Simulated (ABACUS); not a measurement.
# MnO (Fm-3m) in ABACUS: convergence with wavefunction cutoff

Aim: find how far wavefunction cutoff must go before the results for MnO settle, at PBEsol. This setting moves, with any that are tied to it; all else stays.

Everything below comes from runs of ABACUS 3.10.1. Logs are shortened: lines on timing, memory, paths and dates and some standing lists are left out, and cuts for length are marked.

## 1. The crystal as given

It takes space group Fm-3m (No. 225, cubic). The conventional cell has a = 4.448 Å, b = 4.448 Å, c = 4.448 Å, α = 90.00°, β = 90.00°, γ = 90.00°. Around Mn (site symmetry m-3m) lie 6 O at 2.22 Å. O (site symmetry m-3m) has 6 Mn at 2.22 Å as nearest neighbours.

The cell is a database's computed one.

## 2. With wavefunction cutoff 34 Ry

Contents of INPUT:

```
INPUT_PARAMETERS
suffix              MnO
calculation         scf
basis_type          pw
pseudo_dir          ./
symmetry            1
dft_functional      pbesol
ecutwfc             34
pseudo_rcut         7
nspin               2
nbands              17
ks_solver           dav
smearing_method     gauss
smearing_sigma      0.00734986
scf_thr             1e-08
scf_nmax            100
mixing_type         broyden
mixing_beta         0.4
cal_force           1
cal_stress          1
kpar                4
```

Contents of STRU:

```
ATOMIC_SPECIES
Mn 54.9380 Mn.upf
O 15.9990 O.upf

LATTICE_CONSTANT
1.8897261246

LATTICE_VECTORS
0.0000000000 2.2239077028 2.2239077028
2.2239077028 0.0000000000 2.2239077028
2.2239077028 2.2239077028 0.0000000000

ATOMIC_POSITIONS
Direct

Mn
0.0
1
0.0000000000 0.0000000000 0.0000000000 1 1 1 mag 4

O
0.0
1
0.5000000000 0.5000000000 0.5000000000 1 1 1 mag 0
```

Contents of KPT:

```
K_POINTS
0
Gamma
8 8 8 0 0 0
```

Potentials or basis: PseudoDojo NC SR 0.5 PBE standard, plane waves.

Started as:

```bash
OMP_NUM_THREADS=1 mpirun -np 4 abacus > log
```

running log:

```text
ABACUS v3.10.1

               Atomic-orbital Based Ab-initio Computation at UStc

 ------------------------------------------------------------------------------------

 READING GENERAL INFORMATION
                           global_out_dir = OUT.MnO/
                           global_in_card = INPUT
                               pseudo_dir = ./
                              orbital_dir =
                                    DSIZE = 4
                                    GSIZE = 1

 READING UNITCELL INFORMATION
                                    ntype = 2
                  lattice constant (Bohr) = 1.88973
              lattice constant (Angstrom) = 1

 READING ATOM TYPE 1
                               atom label = Mn
                      L=0, number of zeta = 1
                      L=1, number of zeta = 1
                      L=2, number of zeta = 1
             number of atom for this type = 1
               magnetization of element 1 = 4

 READING ATOM TYPE 2
                               atom label = O
                      L=0, number of zeta = 1
                      L=1, number of zeta = 1
                      L=2, number of zeta = 1
             number of atom for this type = 1
               magnetization of element 2 = 0

                        TOTAL ATOM NUMBER = 2
DIRECT COORDINATES
    atom                   x                   y                   z     mag                  vx                  vy                  vz
taud_Mn1            0.0000000000        0.0000000000        0.0000000000  4.0000        0.0000000000        0.0000000000        0.0000000000
taud_O1            0.5000000000        0.5000000000        0.5000000000  0.0000        0.0000000000        0.0000000000        0.0000000000

                          Volume (Bohr^3) = 148.449
                             Volume (A^3) = 21.9978

 Lattice vectors: (Cartesian coordinate: in unit of a_0)
                   +0            +2.22391            +2.22391
             +2.22391                  +0            +2.22391
             +2.22391            +2.22391                  +0
 Reciprocal vectors: (Cartesian coordinate: in unit of 2 pi/a_0)
            -0.224829           +0.224829           +0.224829
            +0.224829           -0.224829           +0.224829
            +0.224829           +0.224829           -0.224829
 The esolver type has been set to : ksdft_pw

                PAO radial cut off (Bohr) = 7

 Read in pseudopotential file is Mn.upf
                     pseudopotential type = NC
          exchange-correlation functional = PBE
                 nonlocal core correction = 1
                        valence electrons = 15
                                     lmax = 2
                           number of zeta = 4
                     number of projectors = 6
                           L of projector = 0
                           L of projector = 0
                           L of projector = 1
                           L of projector = 1
                           L of projector = 2
                           L of projector = 2
 XC functional updated to : pbesol
          exchange-correlation functional = PBESOL
[... 154 lines left out ...]

[... K-POINTS DIRECT COORDINATES: 16 rows ...]

 SETUP PLANE WAVES FOR WAVE FUNCTIONS
     energy cutoff for wavefunc (unit:Ry) = 34
              fft grid for wave functions = [ 24, 24, 24 ]
                    number of plane waves = 701
                         number of sticks = 109

 PARALLEL PW FOR WAVE FUNCTIONS
     PROC   COLUMNS(POT)             PW
        1            109            701
 --------------- sum -------------------
        1            109            701

 SETUP NONLOCAL PSEUDOPOTENTIALS IN PLANE WAVE BASIS
 Mn non-local projectors:
 projector 1 L=0
 projector 2 L=0
 projector 3 L=1
 projector 4 L=1
 projector 5 L=2
 projector 6 L=2
 O non-local projectors:
 projector 1 L=0
 projector 2 L=0
 projector 3 L=1
 projector 4 L=1
 projector 5 L=2
      TOTAL NUMBER OF NONLOCAL PROJECTORS = 31

 Init Non-Local PseudoPotential table :
 Init Non-Local-Pseudopotential done.

                                     npwx = 531

 Make real space PAO into reciprocal space.
       max mesh points in Pseudopotential = 701
     dq(describe PAO in reciprocal space) = 0.01
                                    max q = 704

 number of pseudo atomic orbitals for Mn is 4
WARNING: norm of atomic wavefunction # 3 of atomic type Mn is 0.999955, renormalized
WARNING: norm of atomic wavefunction # 4 of atomic type Mn is 0.995637, renormalized

 number of pseudo atomic orbitals for O is 2
WARNING: norm of atomic wavefunction # 2 of atomic type O is 0.999977, renormalized

 -------------------------------------------
 SELF-CONSISTENT
 -------------------------------------------
                                 init_chg = atomic

 PW ALGORITHM --------------- ION=   1  ELEC=   1--------------------------------
          total magnetism (Bohr mag/cell) = 2.68713
       absolute magnetism (Bohr mag/cell) = 2.68713
                        nelec for spin up = 11.8436
                      nelec for spin down = 9.15644
[... 177 lines left out ...]
 Density error is 7.14275064109e-10
                          Error Threshold = 5.38192878232e-11
----------------------------------------------------------
     Energy           Rydberg                 eV
----------------------------------------------------------
 E_KohnSham     -246.9122952870      -3359.4141221614
 E_KS(sigma->0) -246.9121281976      -3359.4118487933
 E_Harris       -246.9122160537      -3359.4130441380
 E_band         -22.1290675765       -301.0814104677
 E_one_elec     -94.0066167722       -1279.0256378040
 E_Hartree      55.9210837596        760.8453774663
 E_xc           -43.1184480058       -586.6565817960
 E_Ewald        -165.7079800898      -2254.5727332916
 E_entropy(-TS) -0.0003341788        -0.0045467360
 E_descf        0.0000000000         0.0000000000
 E_exx          0.0000000000         0.0000000000
 E_Fermi        1.0655592194         14.4976769404
----------------------------------------------------------

 charge density convergence is achieved
 final etot is -3359.4141222 eV
 EFERMI = 14.49767694 eV

 STATE ENERGY(eV) AND OCCUPATIONS    NSPIN == 2
SPIN UP :
 1/8 kpoint (Cartesian) = 0.0000 0.0000 0.0000 (531 pws)
       1       -77.2224     0.00195312
       2       -43.6578     0.00195312
       3       -43.6578     0.00195312
       4       -43.6578     0.00195312
       5       -7.49761     0.00195312
       6        9.86130     0.00195312
[... 9 lines left out ...]
      16        31.2017        0.00000
[... 82 lines left out ...]
       4       -43.3198      0.0117188
       5       -7.32805      0.0117188
       6        8.24110      0.0117188
[... 9 lines left out ...]
      16        28.4950        0.00000
      17        28.8052        0.00000

[... levels at 10 further k points ...]

------------------------------------------------------------------------------------------
 TOTAL-FORCE (eV/Angstrom)
------------------------------------------------------------------------------------------
                       Mn1         0.0000000000         0.0000000000         0.0000000000
                        O1         0.0000000000         0.0000000000         0.0000000000
------------------------------------------------------------------------------------------

----------------------------------------------------------------
 TOTAL-STRESS (KBAR)
----------------------------------------------------------------
     -7876.9627218773        -0.0000000000        -0.0000000000
        -0.0000000000     -7876.9627218773         0.0000000000
        -0.0000000000         0.0000000000     -7876.9627218773
----------------------------------------------------------------
 TOTAL-PRESSURE: -7876.962722 KBAR

 --------------------------------------------
 !FINAL_ETOT_IS -3359.4141221613544985 eV
 --------------------------------------------
```

It took 2.2 s on 4 MPI ranks of Intel Xeon 6975P-C (Granite Rapids), shared host; peak memory 0.2 GiB.

What came out:

```yaml
Free_energy: -3359.4141 eV
Pressure: -787.7 GPa
Band_gap_on_the_k_mesh: none (metal or under the smearing width)
Net_moment: 4.52 μB per cell
Absolute_moment: 4.52 μB per cell
```

## 3. With wavefunction cutoff 44 Ry

Changes to INPUT since step 2:

```diff
@@ -7,3 +7,3 @@
 dft_functional      pbesol
-ecutwfc             34
+ecutwfc             44
 pseudo_rcut         7
```

STRU is that of step 2.

KPT is that of step 2.

Potentials or basis: PseudoDojo NC SR 0.5 PBE standard, plane waves.

Started as:

```bash
OMP_NUM_THREADS=1 mpirun -np 4 abacus > log
```

Wall time 1.8 s (4 MPI ranks of Intel Xeon 6975P-C (Granite Rapids), shared host); peak memory 0.24 GiB.

Results:

* Free energy: -3390.5711 eV
* Pressure: -417.3 GPa
* Band gap on the k mesh: none (metal or under the smearing width)
* Net moment: 4.62 μB per cell
* Absolute moment: 4.62 μB per cell

## 4. With wavefunction cutoff 53 Ry

Changes to INPUT since step 3:

```diff
@@ -7,3 +7,3 @@
 dft_functional      pbesol
-ecutwfc             44
+ecutwfc             53
 pseudo_rcut         7
```

STRU is that of step 3.

KPT is that of step 3.

Started as:

```bash
OMP_NUM_THREADS=1 mpirun -np 4 abacus > log
```

It took 3.1 s on 4 MPI ranks of Intel Xeon 6975P-C (Granite Rapids), shared host; peak memory 0.24 GiB.

Results:

```yaml
Free_energy: -3401.8833 eV
Pressure: -202.6 GPa
Band_gap_on_the_k_mesh: none (metal or under the smearing width)
Net_moment: 4.76 μB per cell
Absolute_moment: 4.77 μB per cell
```

## 5. With wavefunction cutoff 68 Ry

Changes to INPUT since step 4:

```diff
@@ -7,3 +7,3 @@
 dft_functional      pbesol
-ecutwfc             53
+ecutwfc             68
 pseudo_rcut         7
```

STRU is that of step 4.

KPT is that of step 4.

Started as:

```bash
OMP_NUM_THREADS=1 mpirun -np 4 abacus > log
```

Wall time 3.3 s (4 MPI ranks of Intel Xeon 6975P-C (Granite Rapids), shared host); peak memory 0.28 GiB.

What came out:

```yaml
Free_energy: -3407.0556 eV
Pressure: -40.2 GPa
Band_gap_on_the_k_mesh: none (metal or under the smearing width)
Net_moment: 4.81 μB per cell
Absolute_moment: 4.81 μB per cell
```

## 6. With wavefunction cutoff 82 Ry

Changes to INPUT since step 5:

```diff
@@ -7,3 +7,3 @@
 dft_functional      pbesol
-ecutwfc             68
+ecutwfc             82
 pseudo_rcut         7
```

STRU is that of step 5.

KPT is that of step 5.

Potentials or basis: PseudoDojo NC SR 0.5 PBE standard, plane waves.

Started as:

```bash
OMP_NUM_THREADS=1 mpirun -np 4 abacus > log
```

It took 7 s on 4 MPI ranks of Intel Xeon 6975P-C (Granite Rapids), shared host; peak memory 0.32 GiB.

Results (log left out):

```
Free energy            : -3407.5821 eV
Pressure               : -9.2 GPa
Band gap on the k mesh : none (metal or under the smearing width)
Net moment             : 4.81 μB per cell
Absolute moment        : 4.81 μB per cell
```

## 7. With wavefunction cutoff 97 Ry

Changes to INPUT since step 6:

```diff
@@ -7,3 +7,3 @@
 dft_functional      pbesol
-ecutwfc             82
+ecutwfc             97
 pseudo_rcut         7
```

STRU is that of step 6.

KPT is that of step 6.

Started as:

```bash
OMP_NUM_THREADS=1 mpirun -np 4 abacus > log
```

Run time: 9.5 s. Hardware: 4 MPI ranks of Intel Xeon 6975P-C (Granite Rapids), shared host; peak memory 0.36 GiB.

The run converged. Its results:

| Property | Result |
| --- | --- |
| Free energy | -3407.6059 eV |
| Pressure | -6.6 GPa |
| Band gap on the k mesh | none (metal or under the smearing width) |
| Net moment | 4.81 μB per cell |
| Absolute moment | 4.81 μB per cell |

## 8. With wavefunction cutoff 116 Ry

Changes to INPUT since step 7:

```diff
@@ -7,3 +7,3 @@
 dft_functional      pbesol
-ecutwfc             97
+ecutwfc             116
 pseudo_rcut         7
```

STRU is that of step 7.

KPT is that of step 7.

Started as:

```bash
OMP_NUM_THREADS=1 mpirun -np 4 abacus > log
```

Wall time 12 s (4 MPI ranks of Intel Xeon 6975P-C (Granite Rapids), shared host); peak memory 0.44 GiB.

It converged, with:

```
Free energy            : -3407.6064 eV
Pressure               : -6.6 GPa
Band gap on the k mesh : none (metal or under the smearing width)
Net moment             : 4.81 μB per cell
Absolute moment        : 4.81 μB per cell
```

## 9. With wavefunction cutoff 146 Ry

Changes to INPUT since step 8:

```diff
@@ -7,3 +7,3 @@
 dft_functional      pbesol
-ecutwfc             116
+ecutwfc             146
 pseudo_rcut         7
```

STRU is that of step 8.

KPT is that of step 8.

Potentials or basis: PseudoDojo NC SR 0.5 PBE standard, plane waves.

Started as:

```bash
OMP_NUM_THREADS=1 mpirun -np 4 abacus > log
```

Run time: 14 s. Hardware: 4 MPI ranks of Intel Xeon 6975P-C (Granite Rapids), shared host; peak memory 0.52 GiB.

It converged, with:

| Item | Value |
| --- | --- |
| Free energy | -3407.6068 eV |
| Pressure | -6.6 GPa |
| Band gap on the k mesh | none (metal or under the smearing width) |
| Net moment | 4.81 μB per cell |
| Absolute moment | 4.81 μB per cell |

## 10. The series at a glance

| wavefunction cutoff | energy less the tightest run, at zero smearing (meV/atom) | pressure (GPa) | absolute moment (μB) | SCF cycles | CPU time (s) |
| --- | --- | --- | --- | --- | --- |
| 34 Ry | 24096.50 | -787.70 | 4.52 | 12 | 8.3 |
| 44 Ry | 8518.23 | -417.33 | 4.62 | 10 | 6.8 |
| 53 Ry | 2862.03 | -202.64 | 4.77 | 10 | 12 |
| 68 Ry | 275.58 | -40.16 | 4.81 | 10 | 13 |
| 82 Ry | 12.33 | -9.22 | 4.81 | 10 | 27 |
| 97 Ry | 0.44 | -6.59 | 4.81 | 10 | 37 |
| 116 Ry | 0.17 | -6.59 | 4.81 | 10 | 48 |
| 146 Ry | 0.00 | -6.58 | 4.81 | 10 | 54 |

Against the tightest run, the energy stays within 1 meV/atom from 97 Ry on; the pressure stays within 0.1 GPa from 97 Ry on; the absolute moment stays within 0.02 μB from 68 Ry on. The tightest run that finished is the yardstick and may itself not be fully converged.

Caveats: the potentials were made for another functional, which shifts forces and pressure; a cell with one magnetic atom can't hold antiferromagnetic order, which such compounds often take; semilocal functionals often make such compounds metallic where correlation or magnetic order opens a gap, which also shifts bond lengths.
